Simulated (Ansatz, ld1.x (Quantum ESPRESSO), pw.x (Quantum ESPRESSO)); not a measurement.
**Tc (Z = 43): does the TM potential hold in the solid?**

- Element: Tc
- Generator: ld1.x (Quantum ESPRESSO) 7.5
- Type: norm-conserving Troullier–Martins (Kleinman–Bylander form)
- Functional: PBE
- Relativity: scalar-relativistic
- Frozen core: [Kr]
- Valence charge: 7
- Reference configuration: 4d5 5s2 5p0
- Partial waves: 5s (bound): rc 2.10 bohr; 5p (bound, empty): rc 3.20 bohr; 4d (bound): rc 2.15 bohr; 4f channel at 0.15 Ry: rc 3.15 bohr
- Local potential: all-electron potential smoothed inside 2.45 bohr (lloc = -1)
- Core correction: a·sin(br)/r model core, default radius (core density twice the valence density)

Crystal test: diamond Tc in pw.x 7.5, no spin, 8³ k-points, Fermi–Dirac smearing 0.01 Ry, cutoffs 60/240 Ry. The reference is all-electron LAPW (Ansatz 0.2.0) with the same functional, mesh and smearing; V0 and B0 come from Birch–Murnaghan fits to the pressures at five volumes. Errors are pseudo minus all-electron; Δ is the rms difference of the E(V) curves that follow from these fits, minima aligned, over ±6 % about the mean V0. Mesh and smearing are coarse, so the numbers serve the comparison and aren't converged zero-temperature values; the lattice is a test structure that the element need not adopt.

All-electron: a0 = 5.541 Å (V0 = 21.27 Å³/atom), B0 = 149.7 GPa.

Task: How far does the potential miss the all-electron equation of state?

Result: mean pressure error (GPa): -5.79; a0 (Å): 5.463; a0 error (%): -1.41; B0 error (%): -2.6; Δ (meV/atom): 29.0. The largest radius (3.20 bohr) exceeds half the bond length (2.27 bohr), so the spheres overlap, which is one possible source of error among others. This is a poor potential for the solid. Note: ghost state, extra bound levels that the all-electron valence spectrum of the same l lacks: s at -1.22 eV. A true bound ghost makes a file unfit for plane-wave use. Atomic configuration tests: 1 of 7 tests not solved or not reliable. The logarithmic derivative shows an extra or strongly shifted pseudo pole above the reference energy (s near -0.10 Ry).

| V (Å³/atom) | P all-electron (GPa) | P pseudo (GPa) |
| --- | --- | --- |
| 20.207 | 8.57 | 1.28 |
| 20.739 | 3.99 | -2.43 |
| 21.271 | -0.01 | -5.71 |
| 21.803 | -3.52 | -8.57 |
| 22.335 | -6.58 | -11.08 |

Task: At the middle volume, how do free energy and pressure move when the wave cutoff is lowered (ecutrho kept at four times it)?

Result:

```
cutoff (Ry)  shift of F (meV/atom)  shift of P (GPa)
         27                +2112.2            -68.24
         36                 +169.4             -9.70
         48                   +2.2             -0.08
```

The run at the middle volume (29 k-points, 9 iterations) took about 17 s on one core of a shared host (Neoverse-V1, 32 threads, 247 GiB, load 12).
